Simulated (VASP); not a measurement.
# InP (F-43m) in VASP: a series of runs, part 2 of 2

VASP 6.6.1.

## 4. Relaxation of the atoms, r2SCAN

Input file INCAR:

```
SYSTEM = InP
  ALGO = Normal
  EDIFF = 1E-7
  EDIFFG = -0.01
  ENCUT = 600
  IBRION = 2
  ISIF = 2
  ISMEAR = 0
  LASPH = .True.
  LCHARG = .False.
  LMIXTAU = .True.
  LREAL = .False.
  LWAVE = .False.
  METAGGA = R2SCAN
  NELM = 80
  NSW = 40
  PREC = Accurate
  SIGMA = 0.03
```

Input file KPOINTS:

```
k-points
0
Gamma
  8 8 8
  0 0 0
```

Input file POSCAR:

```
InP                                     
1.0
   -0.0000000000      2.9523302139      2.9523302139
    2.9523302139     -0.0000000000      2.9523302139
    2.9523302139      2.9523302139      0.0000000000
  In              P             
     1     1
Direct
     0.0000000000000000    0.0000000000000000    0.0000000000000000
     0.2500000000000000    0.2500000000000000    0.2500000000000000
```

Potentials or basis: VASP PAW PBE potentials, release 64 (In_d, P).

Run with:

```sh
$ cat potpaw_PBE.64/In_d/POTCAR potpaw_PBE.64/P/POTCAR > POTCAR
$ mpirun -np 1 vasp_std > vasp.out
```

OUTCAR:

```text
SYSTEM = InP
   EDIFF = 1E-7
   EDIFFG = -0.01
   ENCUT = 600
   IBRION = 2
   ISIF = 2
   ISMEAR = 0
   LASPH = .True.
   LREAL = .False.
   METAGGA = R2SCAN
   NELM = 80
   NSW = 40
   PREC = Accurate

 ion  position               nearest neighbor table
   1  0.000  0.000  0.000-   2 2.56   2 2.56   2 2.56   2 2.56
   2  0.250  0.250  0.250-   1 2.56   1 2.56   1 2.56   1 2.56

  LATTYP: Found a face centered cubic cell.
 ALAT       =     5.9046604278

  Lattice vectors:

 A1 = (   0.0000000000,   2.9523302139,   2.9523302139)
 A2 = (   2.9523302139,   0.0000000000,   2.9523302139)
 A3 = (   2.9523302139,   2.9523302139,   0.0000000000)

Analysis of symmetry for initial positions (statically):
=====================================================================
 Subroutine PRICEL returns:
 Original cell was already a primitive cell.

 Routine SETGRP: Setting up the symmetry group for a
 face centered cubic supercell.

 Subroutine GETGRP returns: Found 24 space group operations
 (whereof 24 operations were pure point group operations)
 out of a pool of 48 trial point group operations.

The static configuration has the point symmetry T_d .

Analysis of symmetry for dynamics (positions and initial velocities):
=====================================================================
 Subroutine PRICEL returns:
 Original cell was already a primitive cell.

 Routine SETGRP: Setting up the symmetry group for a
 face centered cubic supercell.

 Subroutine GETGRP returns: Found 24 space group operations
 (whereof 24 operations were pure point group operations)
 out of a pool of 48 trial point group operations.

The dynamic configuration has the point symmetry T_d .

 Subroutine INISYM returns: Found 24 space group operations
 (whereof 24 operations are pure point group operations),
 and found     1 'primitive' translations

[... 123 lines left out ...]
   LEPSILON=     F    determine dielectric tensor
   LRPA    =     F    only Hartree local field effects (RPA)
 conjugate gradient relaxation of ions
 non-spin polarized calculation
 Gauss-broadening in eV      SIGMA  =   0.03
  energy-cutoff  :      600.00
  volume of cell :       51.47
 maximum number of plane-waves:      1759
 NGX is ok and might be reduce to    36
   NGX = 17   NGY = 17   NGZ = 17

 number of electron      17.9999998 magnetization

 Free energy of the ion-electron system (eV)
  ---------------------------------------------------
  ext. energy  EPLUGINS =         0.00000000
  ---------------------------------------------------
  free energy    TOTEN  =       -32.29843932 eV

  energy without entropy =      -32.29843932  energy(sigma->0) =      -32.29843932

 E-fermi :   4.9297     XC(G=0):  -9.7773

 val. band max:        4.7700633842   @ k =   0.0000   0.0000   0.0000
 cond. band min:       5.8087556456   @ k =   0.0000   0.0000   0.0000
 fundamental gap:      1.0386922614
 Fermi energy:         4.9296891250

 k-point     1 :       0.0000    0.0000    0.0000
  band No.  band energies     occupation
      1      -9.8443      2.00000
      2      -9.8443      2.00000
      3      -9.8443      2.00000
      4      -9.6770      2.00000
      5      -9.6770      2.00000
      6      -7.0752      2.00000
      7       4.7701      2.00000
      8       4.7701      2.00000
      9       4.7701      2.00000
     10       5.8088      0.00000
     11       9.2101      0.00000
     12       9.2101      0.00000
     13       9.2101      0.00000
[... 354 lines left out ...]
  band No.  band energies     occupation
      1      -9.9836      2.00000
      2      -9.7928      2.00000
      3      -9.7744      2.00000
      4      -9.6826      2.00000
      5      -9.6644      2.00000
      6      -5.0266      2.00000
      7      -0.7993      2.00000
      8       2.0841      2.00000
      9       3.1369      2.00000
     10       8.2478      0.00000
     11       9.2780      0.00000
     12      11.0386      0.00000
     13      12.4024      0.00000

 [... further k-points ...]

------------------------ aborting loop because EDIFF is reached ----------------------------------------

  FORCE on cell =-STRESS in cart. coord.  units (eV):
  Direction    XX          YY          ZZ          XY          YZ          ZX
  --------------------------------------------------------------------------------------
  -------------------------------------------------------------------------------------
  Total        0.0032865      0.0032865      0.0032865      0.0000000      0.0000000      0.0000000
  in kB        0.1023107      0.1023107      0.1023107      0.0000000      0.0000000      0.0000000
  external PRESSURE =       0.1023107 kB  Pullay stress =       0.0000000 kB

 VOLUME and BASIS-vectors are now :
 -----------------------------------------------------------------------------
  energy-cutoff  :      600.00
  volume of cell :       51.47
      direct lattice vectors                 reciprocal lattice vectors
     0.000000000  2.952330214  2.952330214    -0.169357749  0.169357749  0.169357749
     2.952330214  0.000000000  2.952330214     0.169357749 -0.169357749  0.169357749
     2.952330214  2.952330214  0.000000000     0.169357749  0.169357749 -0.169357749

 POSITION                                       TOTAL-FORCE (eV/Angst)
 -----------------------------------------------------------------------------------
      0.00000      0.00000      0.00000        -0.000000     -0.000000     -0.000000
      1.47617      1.47617      1.47617         0.000000      0.000000      0.000000
 -----------------------------------------------------------------------------------
    total drift:                               -0.000003     -0.000003     -0.000003

  FREE ENERGIE OF THE ION-ELECTRON SYSTEM (eV)
  ---------------------------------------------------
  free  energy   TOTEN  =       -32.2984393174 eV

  energy  without entropy=      -32.2984393174  energy(sigma->0) =      -32.29843932

 reached required accuracy - stopping structural energy minimisation
```

Wall time 2.6 min (1 thread of Intel Xeon Platinum 8375C at 2.90GHz (Ice Lake), shared host); peak memory 0.22 GiB.

What came out:

| Item | Value |
| --- | --- |
| Free energy | -32.2984 eV |
| Pressure after relaxing | 0.0 GPa |
| Band gap on the k mesh | 1.04 eV, direct |

Final structure:
```
CELL_PARAMETERS angstrom
0.00000 2.95233 2.95233
2.95233 0.00000 2.95233
2.95233 2.95233 0.00000
ATOMIC_POSITIONS crystal
In 0.00000 0.00000 0.00000
P 0.25000 0.25000 0.25000
```

Levels at points of the mesh, in eV from the valence-band top:
```tsv
k point	band 7	band 8	band 9	band 10	band 11	band 12
(0.00, 0.00, 0.00)	0.00	0.00	0.00	1.04	4.44	4.44
(0.50, 0.00, 0.00)	-5.76	-0.98	-0.98	1.81	5.16	5.16
(0.50, 0.50, 0.00)	-5.78	-2.33	-2.33	2.04	2.55	9.73
```

Caveat: the relaxation stopped at its first step, so nothing moved; the PAW data sets were made with another functional, which shifts forces and pressure a little; spin-orbit coupling is left out, which moves the levels of the heavy elements.

## 5. Overview

| cell | gap on the mesh (eV) | pressure (GPa) |
| --- | --- | --- |
| atoms relaxed from: a relaxed cell with its volume scaled by 0.96 | 1.28 | 3.1 |
| atoms relaxed from: a relaxed cell with its volume scaled by 0.98 | 1.16 | 1.4 |
| atoms relaxed | 1.04 | 0.0 |

Alike in all rows: task relaxation of the atoms; level r2SCAN; potentials or basis VASP PAW PBE potentials, release 64 (In_d, P); no spin polarisation; k mesh 8 × 8 × 8; cutoff (eV) 600; smearing gaussian 0.03 eV.

Caveats: the relaxation stopped at its first step, so nothing moved; the PAW data sets were made with another functional, which shifts forces and pressure a little; spin-orbit coupling is left out, which moves the levels of the heavy elements.

Total energies depend on the potentials used, so only differences within one code and one set of settings carry meaning.

## 6. Comparison with measurements

Step 4. Measured gap of InP: 1.4236 eV (direct; 1.6 K; a printed reference work, data compilation). This calculation gives 1.04 eV (-0.38 eV). Spin-orbit coupling on In is left out. The value is that of r2SCAN, without temperature or zero-point motion.
